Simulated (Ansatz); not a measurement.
# CoSi2/Si/CoSi2: conductance against the thickness of the layer

How fast does the current through CoSi2/Si/CoSi2 fall with each added layer? Both electrodes are CoSi2 fluorite(111) turned by 180 degrees (type B); the barrier is Si diamond(111) (whole bilayers). In the first transport cell, after relaxation, the nearest pair of electrode and barrier is Si–Si at 2.39 Å, along the normal, at the lower face and Si–Si at 2.39 Å, along the normal, at the upper one. All share a net of side 3.829 Å, which strains the lower electrode by +1.0 % and the barrier by -1.0 %, against typed lattice constants near PBE's. The first steps treat the bulk electrodes alone.

Main program and level: Ansatz 0.2.0; PBE DFT, plane waves, PAW files, in the first sound run; inputs show where later runs differ.

### 1. The structure

The structure is trigonal, space group R-3m (No. 166). Conventional cell: a = 3.829 Å, b = 3.829 Å, c = 9.217 Å, α = 90.00°, β = 90.00°, γ = 120.00°. Si has 4 Co at 2.30 to 2.34 Å nearest. Nearest to Co lie 8 Si at 2.30 to 2.34 Å. Farther neighbours are not listed.

### 2. The strained electrode

The electrode is held to the junction's net and relaxed along the normal; its spacing is used for the ideal lead layers.

input.yaml

```yaml
crystal:
  lattice:
    - [3.829, 0.0, 0.0]
    - [-1.9145, 3.3160112711, 0.0]
    - [0.0, 0.0, 9.217079601]
  atoms:
    - { symbol: Si, position: [0.0, 0.0, 0.0] }
    - { symbol: Co, position: [0.6666666667, 0.3333333333, 0.0833333333] }
    - { symbol: Si, position: [0.3333333333, 0.6666666667, 0.1666666667] }
    - { symbol: Si, position: [0.6666666667, 0.3333333333, 0.3333333333] }
    - { symbol: Co, position: [0.3333333333, 0.6666666667, 0.4166666667] }
    - { symbol: Si, position: [0.0, 0.0, 0.5] }
    - { symbol: Si, position: [0.3333333333, 0.6666666667, 0.6666666667] }
    - { symbol: Co, position: [0.0, 0.0, 0.75] }
    - { symbol: Si, position: [0.6666666667, 0.3333333333, 0.8333333333] }
kpoints:
  mp_grid: { grid: [12, 12, 3] }
scf:
  occupations: { method: fermi_dirac, width: 0.1 }
  max_iter: 150
hamiltonian:
  xc: pbe
relax:
  f_tol: 0.01
  max_steps: 40
  cell: { fix: [a, b, angles] }
```

Launch:

```console
$ ansatz run input.yaml --threads 8 --pin off --max-ram 24576MiB --backend cpu --events-out ev --progress --plain --runs-dir out
```

Numbers of over 12 decimals in the logs are rounded to 6 here.

Output:

```text
Engine: ansatz 0.2.0, aarch64-unknown-linux-gnu
Pseudopotentials: kind: paw
Pseudopotential: Si, paw, valence charge 4, recommended cutoff 420 eV (normal), Si.paw.azcp
Pseudopotential: Co, paw, valence charge 17, recommended cutoff 420 eV (normal), Co.paw.azcp
Functional definition: PBE
  parameter kappa = 0.804
  parameter beta = 0.066725
  exchange = pbe_x(kappa = kappa, mu = beta*pi^2/3)
  correlation = pbe_c(beta = beta)
Crystal: 9 atoms, lattice volume = 117.029 Å³
Basis set: ecut = 420 eV, 2275 PW (Γ), exchange–correlation on 54×54×128 points (8 copies of the dense FFT grid, shifted against one another)
Bands: 47, of which v1, the nominal top of the filled ones, is band 38 counted from 1 (37 counted from 0)
Symmetry: 36 space group operations
Space group: R-3m (ITA 166), of the structure as read, at distance tolerance 4.9e-5 Å
k-points: 50 of 432
Non-local potential: Si, projectors of the file, l = 0: 2, l = 1: 2, l = 2: 2
Non-local potential: Co, projectors of the file, l = 0: 3, l = 1: 2, l = 2: 3, l = 3: 1
PAW form: soft (Blöchl's): semilocal exchange-correlation on the pseudo side does not see the compensation charge
PAW one-centre angular grid: Si, 110 points (default); XC on 64 Gauss nodes
PAW one-centre angular grid: Co, 590 points (default); XC on 64 Gauss nodes
Initial density: superposition of atomic densities (neutral atoms: chi_scale 0, normalization atom), corrected by the library's trained network
Initial wavefunctions: pseudopotential atomic-orbital guess
Functional: x = pbe(κ = 0.804, μ = 0.219515), c = pbe(β = 0.066725)
SCF iter   1: F=—  HF=-19197.567854 eV  |F-HF|=—  |Δ(HF+E_count)|=         —  Δρ=4.55e-3  dr2=2.58e-2  ethr=1.77e-3  ⟨swp⟩=7.2  Hψ=9841  notcnv=0  defer=9
preconditioner: auto → Kerker (q_TF=auto, 2.533 Å⁻¹)  [metal: Δε(μ)=0.012 eV  Ē_g=7.078 eV  σ=0.100 eV  W_gap=0.03  n_scr=36 (ndim 8)  ℏωp=24.5 eV  f_vac=0.003  D(μ)=2.92/eV (n_scr^D=24)]
SCF iter   2: F=—  HF=-19197.567788 eV  |F-HF|=—  |Δ(HF+E_count)|=   6.59e-5  Δρ=3.50e-3  dr2=1.65e-2  ethr=3.44e-5  ⟨swp⟩=1.9  Hψ=3541  notcnv=0  defer=10
SCF iter   3: F=—  HF=-19197.569418 eV  |F-HF|=—  |Δ(HF+E_count)|=   1.63e-3  Δρ=5.39e-3  dr2=2.24e-2  ethr=2.20e-5  ⟨swp⟩=2.0  Hψ=3297  notcnv=0  defer=11
SCF iter   4: F=—  HF=-19197.567883 eV  |F-HF|=—  |Δ(HF+E_count)|=   1.53e-3  Δρ=2.77e-3  dr2=6.12e-3  ethr=2.20e-5  ⟨swp⟩=1.0  Hψ=2299  notcnv=0  defer=11
SCF iter   5: F=—  HF=-19197.567486 eV  |F-HF|=—  |Δ(HF+E_count)|=   3.97e-4  Δρ=1.07e-3  dr2=9.32e-4  ethr=8.16e-6  ⟨swp⟩=1.0  Hψ=2299  notcnv=0  defer=10
SCF iter   6: F=—  HF=-19197.567429 eV  |F-HF|=—  |Δ(HF+E_count)|=   5.71e-5  Δρ=1.55e-4  dr2=2.18e-5  ethr=1.24e-6  ⟨swp⟩=2.0  Hψ=2731  notcnv=0  defer=10
SCF iter   7: F=—  HF=-19197.567380 eV  |F-HF|=—  |Δ(HF+E_count)|=   4.91e-5  Δρ=4.55e-5  dr2=1.91e-6  ethr=2.91e-8  ⟨swp⟩=2.2  Hψ=3509  notcnv=0  defer=10
SCF iter   8: F=—  HF=-19197.567380 eV  |F-HF|=—  |Δ(HF+E_count)|=   1.10e-8  Δρ=1.16e-5  dr2=1.10e-7  ethr=2.54e-9  ⟨swp⟩=2.2  Hψ=3293  notcnv=0  defer=10
SCF iter   9: F=-19197.567380 eV  HF=-19197.567380 eV  |F-HF|=2.51e-8  |Δ(HF+E_count)|=   7.59e-9  Δρ=6.03e-6  dr2=2.91e-8  ethr=1.33e-10  ⟨swp⟩=3.9  Hψ=6828  notcnv=0
SCF 1 converged in 9 iterations: F = -19197.567380 eV  dr2 = 2.91e-8
  greatest PAW one-centre occupation: 1.000 electrons in one spin orbital (limit 2), on the Co atom at site 7 (counted from 0), in its partial waves of l = 0
relax step   1: F+E_penalty+E_count = -19197.56737966 eV  Δ(F+E_penalty+E_count) = +0.000e0 eV  max|allowed force component| = 1.814e-1 eV/Å  Δτ_max = 0.0000 Å  P = -2.202 GPa  Ω = 117.029 Å³  fix = [a, b, alpha, beta, gamma]  reactions: a -3.888, b -3.888 GPa  (9 SCF iters, dr2 threshold 1.00e-7 eV, accepted)
Crystal: 9 atoms, lattice volume = 117.018 Å³
Initial density: handed on by an earlier stage of this run
Initial wavefunctions: those handed on with the density
iter 1 solved again at ethr=3.96e-7 eV; its pass at ethr=3.10e-3 eV (dr2=2.97e-4 eV) is discarded
SCF iter   1: F=—  HF=-19197.572785 eV  |F-HF|=—  |Δ(HF+E_count)|=         —  Δρ=5.07e-4  dr2=3.35e-4  ethr=3.96e-7  ⟨swp⟩=2.5  Hψ=9915  notcnv=0
preconditioner: auto → Kerker (q_TF=auto, 2.533 Å⁻¹)  [metal: Δε(μ)=0.009 eV  Ē_g=7.082 eV  σ=0.100 eV  W_gap=0.02  n_scr=36 (ndim 8)  ℏωp=24.5 eV  f_vac=0.000  D(μ)=2.88/eV (n_scr^D=24)]
SCF iter   2: F=—  HF=-19197.572679 eV  |F-HF|=—  |Δ(HF+E_count)|=   1.06e-4  Δρ=3.03e-4  dr2=1.26e-4  ethr=3.96e-7  ⟨swp⟩=1.0  Hψ=2351  notcnv=0
SCF iter   3: F=—  HF=-19197.572641 eV  |F-HF|=—  |Δ(HF+E_count)|=   3.80e-5  Δρ=3.86e-5  dr2=1.41e-6  ethr=1.68e-7  ⟨swp⟩=2.0  Hψ=3490  notcnv=0
iter 4 did not close the SCF: its close was put off for the readings that it lacked (scf_convergence_deferred on its scf_iter line)
SCF iter   4: F=-19197.572641 eV  HF=-19197.572641 eV  |F-HF|=5.97e-8  |Δ(HF+E_count)|=   3.38e-7  Δρ=1.31e-5  dr2=1.21e-7  ethr=1.88e-9  ⟨swp⟩=2.0  Hψ=3559  notcnv=0
iter 5 did not close the SCF: its close was put off for the readings that it lacked (scf_convergence_deferred on its scf_iter line)
SCF iter   5: F=-19197.572641 eV  HF=-19197.572641 eV  |F-HF|=2.64e-9  |Δ(HF+E_count)|=   1.42e-9  Δρ=3.47e-6  dr2=5.96e-9  ethr=1.62e-10  ⟨swp⟩=2.3  Hψ=3348  notcnv=0
SCF iter   6: F=-19197.572641 eV  HF=-19197.572641 eV  |F-HF|=6.91e-11  |Δ(HF+E_count)|=  5.09e-10  Δρ=7.40e-7  dr2=4.50e-10  ethr=7.95e-12  ⟨swp⟩=1.1  Hψ=5869  notcnv=0
SCF 2 converged in 6 iterations: F = -19197.572641 eV  dr2 = 4.50e-10
relax step   2: F+E_penalty+E_count = -19197.57264089 eV  Δ(F+E_penalty+E_count) = -5.261e-3 eV  max|allowed force component| = 1.131e-1 eV/Å  Δτ_max = 0.0060 Å  P = -2.213 GPa  Ω = 117.018 Å³  energy of the carried Pulay correction = +4.666e-6 eV  fix = [a, b, alpha, beta, gamma]  reactions: a -3.667, b -3.667 GPa  (6 SCF iters, dr2 threshold 9.00e-7 eV, accepted)
Crystal: 9 atoms, lattice volume = 116.949 Å³
iter 1 solved again at ethr=1.05e-6 eV; its pass at ethr=3.10e-3 eV (dr2=7.86e-4 eV) is discarded
SCF iter   1: F=—  HF=-19197.576341 eV  |F-HF|=—  |Δ(HF+E_count)|=         —  Δρ=8.49e-4  dr2=8.79e-4  ethr=1.05e-6  ⟨swp⟩=2.5  Hψ=9967  notcnv=0
preconditioner: auto → Kerker (q_TF=auto, 2.534 Å⁻¹)  [metal: Δε(μ)=0.013 eV  Ē_g=7.085 eV  σ=0.100 eV  W_gap=0.03  n_scr=36 (ndim 8)  ℏωp=24.5 eV  f_vac=0.000  D(μ)=2.87/eV (n_scr^D=24)]
SCF iter   2: F=—  HF=-19197.576137 eV  |F-HF|=—  |Δ(HF+E_count)|=   2.04e-4  Δρ=5.07e-4  dr2=3.33e-4  ethr=1.05e-6  ⟨swp⟩=1.0  Hψ=2350  notcnv=0
SCF iter   3: F=—  HF=-19197.576042 eV  |F-HF|=—  |Δ(HF+E_count)|=   9.53e-5  Δρ=6.14e-5  dr2=3.65e-6  ethr=4.45e-7  ⟨swp⟩=2.0  Hψ=3508  notcnv=0
iter 4 did not close the SCF: its close was put off for the readings that it lacked (scf_convergence_deferred on its scf_iter line)
SCF iter   4: F=-19197.576041 eV  HF=-19197.576041 eV  |F-HF|=1.43e-7  |Δ(HF+E_count)|=   8.79e-7  Δρ=1.97e-5  dr2=3.06e-7  ethr=4.86e-9  ⟨swp⟩=2.0  Hψ=3567  notcnv=0
iter 5 did not close the SCF: its close was put off for the readings that it lacked (scf_convergence_deferred on its scf_iter line)
SCF iter   5: F=-19197.576041 eV  HF=-19197.576041 eV  |F-HF|=1.15e-8  |Δ(HF+E_count)|=   1.24e-8  Δρ=7.13e-6  dr2=3.39e-8  ethr=4.09e-10  ⟨swp⟩=2.2  Hψ=3245  notcnv=0
SCF iter   6: F=-19197.576041 eV  HF=-19197.576041 eV  |F-HF|=1.52e-9  |Δ(HF+E_count)|=   1.43e-9  Δρ=1.57e-6  dr2=3.81e-9  ethr=4.52e-11  ⟨swp⟩=2.0  Hψ=6885  notcnv=0
SCF 3 converged in 6 iterations: F = -19197.576041 eV  dr2 = 3.81e-9
relax step   3: F+E_penalty+E_count = -19197.57604108 eV  Δ(F+E_penalty+E_count) = -3.400e-3 eV  max|allowed force component| = 8.674e-4 eV/Å  Δτ_max = 0.0104 Å  P = -2.134 GPa  Ω = 116.949 Å³  energy of the carried Pulay correction = +3.433e-5 eV  fix = [a, b, alpha, beta, gamma]  reactions: a -3.243, b -3.243 GPa  (6 SCF iters, dr2 threshold 9.00e-7 eV, accepted)
[...]
relax step   4: F+E_penalty+E_count = -19197.57604065 eV  Δ(F+E_penalty+E_count) = +4.298e-7 eV  max|allowed force component| = 5.217e-4 eV/Å  Δτ_max = 0.0001 Å  P = -2.151 GPa  Ω = 116.961 Å³  energy of the carried Pulay correction = +2.916e-5 eV  fix = [a, b, alpha, beta, gamma]  reactions: a -3.251, b -3.251 GPa  (6 SCF iters, dr2 threshold 1.76e-8 eV, accepted)
Initial wavefunctions: pseudopotential atomic-orbital guess (no wavefunctions were taken with the density)
iter 1 solved again at ethr=4.48e-6 eV; its pass at ethr=3.10e-3 eV (dr2=3.36e-3 eV) is discarded
SCF iter   1: F=—  HF=-19197.576045 eV  |F-HF|=—  |Δ(HF+E_count)|=         —  Δρ=4.32e-6  dr2=5.79e-9  ethr=4.48e-6  ⟨swp⟩=3.0  Hψ=14881  notcnv=0
eigensolver tolerance schedule: the retry pair's looser diagonalisation over-reported the residual by 580721.24 of it (diagonalisation noise at an unbounded share of the residual, at the tolerance the schedule requests for it); recorded, not acted on — ethr = c·dr2/N_el stays at c = 1.0e-1
SCF iter   2: F=—  HF=-19197.576007 eV  |F-HF|=—  |Δ(HF+E_count)|=   3.76e-5  Δρ=8.59e-7  dr2=1.49e-10  ethr=7.72e-12  ⟨swp⟩=3.9  Hψ=6856  notcnv=0
SCF iter   3: F=—  HF=-19197.576007 eV  |F-HF|=—  |Δ(HF+E_count)|=  1.46e-11  Δρ=6.57e-7  dr2=2.33e-10  ethr=1.00e-12  ⟨swp⟩=2.2  Hψ=2917  notcnv=0
iter 4 did not close the SCF: its close was put off for the readings that it lacked (scf_convergence_deferred on its scf_iter line)
SCF iter   4: F=-19197.576007 eV  HF=-19197.576007 eV  |F-HF|=0.00e0  |Δ(HF+E_count)|=  2.18e-11  Δρ=7.79e-8  dr2=3.15e-12  ethr=1.00e-12  ⟨swp⟩=1.0  Hψ=2350  notcnv=0
iter 5 did not close the SCF: its close was put off for the readings that it lacked (scf_convergence_deferred on its scf_iter line)
SCF iter   5: F=-19197.576007 eV  HF=-19197.576007 eV  |F-HF|=3.64e-12  |Δ(HF+E_count)|=  3.64e-12  Δρ=2.09e-8  dr2=3.83e-13  ethr=1.00e-12  ⟨swp⟩=1.0  Hψ=2350  notcnv=0
iter 6 did not close the SCF: its close was put off for the readings that it lacked (scf_convergence_deferred on its scf_iter line)
SCF iter   6: F=-19197.576007 eV  HF=-19197.576007 eV  |F-HF|=7.28e-12  |Δ(HF+E_count)|=  3.64e-12  Δρ=2.49e-8  dr2=4.34e-13  ethr=1.00e-12  ⟨swp⟩=1.0  Hψ=2350  notcnv=0
iter 7 did not close the SCF: its close was put off for the readings that it lacked (scf_convergence_deferred on its scf_iter line)
SCF iter   7: F=-19197.576007 eV  HF=-19197.576007 eV  |F-HF|=3.64e-12  |Δ(HF+E_count)|=  7.28e-12  Δρ=1.08e-8  dr2=7.39e-14  ethr=1.00e-12  ⟨swp⟩=1.0  Hψ=2350  notcnv=0
SCF iter   8: F=-19197.576007 eV  HF=-19197.576007 eV  |F-HF|=7.28e-12  |Δ(HF+E_count)|=  3.64e-12  Δρ=3.34e-9  dr2=7.93e-15  ethr=1.00e-12  ⟨swp⟩=1.0  Hψ=4900  notcnv=0
SCF 5 converged in 8 iterations: F = -19197.576007 eV  dr2 = 7.93e-15
relax step   5: F+E_penalty+E_count = -19197.57600731 eV  Δ(F+E_penalty+E_count) = +3.334e-5 eV  max|allowed force component| = 5.267e-4 eV/Å  Δτ_max = 0.0000 Å  P = -2.152 GPa  Ω = 116.961 Å³  fix = [a, b, alpha, beta, gamma]  reactions: a -3.252, b -3.252 GPa  stress off target by 4.80e-2 GPa on what of the cell is left free  SCF on the basis re-selected at this cell (its energy is not comparable with the rows above)  (8 SCF iters)
basis re-selected at this cell: Δ(F+E_penalty+E_count) = +3.334e-5 eV, ΔP = -0.000 GPa vs the last step (what re-selecting the basis moved, of the pressure what is left beyond the Pulay correction that the steps carried, after the strain that the cell walked since its last selection, with what the two solves' SCF thresholds leave and, on support functions, any second-order correction that the steps lacked; it is no m [...]
SCF converged after 8 iterations
Free energy (F): -19197.576007 eV
Harris-Foulkes:  -19197.576007 eV  (|F-HF|=7.28e-12)
Internal energy: -19197.477100 eV  (E = F + TS)
E sigma→0 (E₀):  -19197.526554 eV
Entropy (-TS):   -0.098907 eV (-10.990 meV/atom)
Fermi energy:    12.636328 eV
--- Per-component energies (eV) ---
  E_band       = -867.312396
  E_kinetic    = 1638.875497
  E_local      = -12339.031342  (includes V_loc(G=0)·N_el)
  E_nonlocal   = 1503.289306
  E_hartree    = 5365.270788
  E_xc         = -820.917100
  E_vxc        = -913.920571  (∫ρ·V_xc dr)
  E_paw        = -7623.808043  (= ΣΔE_a)
  E_vpaw       = -1487.067189  (= ΣTr[D̂ρ^β])
  E_aug_tail   = 0.000325  (compensation charges beyond the density's cutoff)
  E_ewald      = -6921.156531
  E_smearing   = -0.098907  (= −TS)
  E_closure    = -0.000000  (closes the sum)
  Σ components = -19197.576007   (vs F -19197.576007, Δ=0.00e0)
--- Forces (eV/Å), atoms counted from 1 ---
  atom   1  Si     0.00000000     0.00000000     0.00052668
  atom   2  Co     0.00000000     0.00000000     0.00000000
  atom   3  Si    -0.00000000    -0.00000000    -0.00052668
  atom   4  Si    -0.00000000     0.00000000     0.00052668
  atom   5  Co     0.00000000    -0.00000000     0.00000000
  atom   6  Si    -0.00000000    -0.00000000    -0.00052668
  atom   7  Si     0.00000000     0.00000000     0.00052668
  atom   8  Co     0.00000000    -0.00000000     0.00000000
  atom   9  Si    -0.00000000    -0.00000000    -0.00052668
  max |Σ_I F_I| component: 6.17e-17 eV/Å
--- Stress (GPa, compression-positive) ---
       -3.251671      -0.000000       0.000000
       -0.000000      -3.251671       0.000000
       -0.000000       0.000000       0.047989
  P = ⅓ Tr σ = -2.1518 GPa (-21.518 kbar)
--- Relaxed structure (4 steps of the walk, 4 accepted, 1 SCFs on fresh bases) ---
  F+E_penalty+E_count = -19197.57600731 eV   max|allowed force component| = 5.267e-4 eV/Å   (the final SCF, on the basis selected at the relaxed cell)
  cell:  # Å, volume = 116.9615 Å³
    - [3.829000, 0, 0]
    - [-1.914500, 3.316011, 0]
    - [0, 0, 9.211735]
  atoms:
    - { symbol: Si, position: [0, 0, 0.0017712] }
    - { symbol: Co, position: [0.666667, 0.333333, 0.083333] }
    - { symbol: Si, position: [0.333333, 0.666667, 0.164895] }
    - { symbol: Si, position: [0.666667, 0.333333, 0.335105] }
    - { symbol: Co, position: [0.333333, 0.666667, 0.416667] }
    - { symbol: Si, position: [0, 0, 0.498229] }
    - { symbol: Si, position: [0.333333, 0.666667, 0.668438] }
    - { symbol: Co, position: [0, 0, 0.75] }
    - { symbol: Si, position: [0.666667, 0.333333, 0.831562] }
```

Elapsed: 9.1 s, on 8 threads of Arm Neoverse V2, shared host; peak memory 0.72 GiB; 67 s of CPU time.

This run has no spin polarisation, although Co can carry a moment.

Relaxation path:

```csv
step,energy less that of the first step (eV),largest force component (eV/Å),pressure (GPa),volume (Å³)
1,0.0000,0.1814,-2.20,117.03
2,-0.0053,0.1131,-2.21,117.02
3,-0.0087,0.0009,-2.13,116.95
4,-0.0087,0.0005,-2.15,116.96
5*,-0.0086,0.0005,-2.15,116.96
```

Relaxation steps marked * repeat the geometry before them on a plane-wave basis chosen anew for their cell, so energy and pressure can jump there.

Forces are held to the 36 operations that the run works with; a distortion that breaks them can't arise in this run.

```csv
"conventional cell, symmetrised",before,after,change
a (Å),3.829,3.829,+0.0 %
b (Å),3.829,3.829,+0.0 %
c (Å),9.217,9.212,-0.1 %
volume (Å³/atom),13.00,13.00,-0.1 %
```

The atoms that moved most (Å, as changes of fractional coordinates times the final cell):

```csv
atom,dx,dy,dz,length
Si4,0.000,0.000,0.016,0.016
Si1,0.000,0.000,0.016,0.016
Si3,0.000,0.000,-0.016,0.016
Si7,0.000,0.000,0.016,0.016
Si6,0.000,0.000,-0.016,0.016
Si9,0.000,0.000,-0.016,0.016
```

This step gave:

```
free energy  : -19197.5760 eV
Fermi energy : 12.64 eV
pressure     : -2.152 GPa
```

The relaxation ends with a largest force component of 5.3e-4 eV/Å.

(Part 1 of 6 ends here.)

[Logs are printed without paths, hosts, clocks, repeated set-up lines and the standing remarks that a program may print on its own settings, such as how far it seeks lower states.]

[Hosts, paths, dates, database ids (printed as entryN), source tags and the programs' standing remarks are cut or masked in the printed files.]
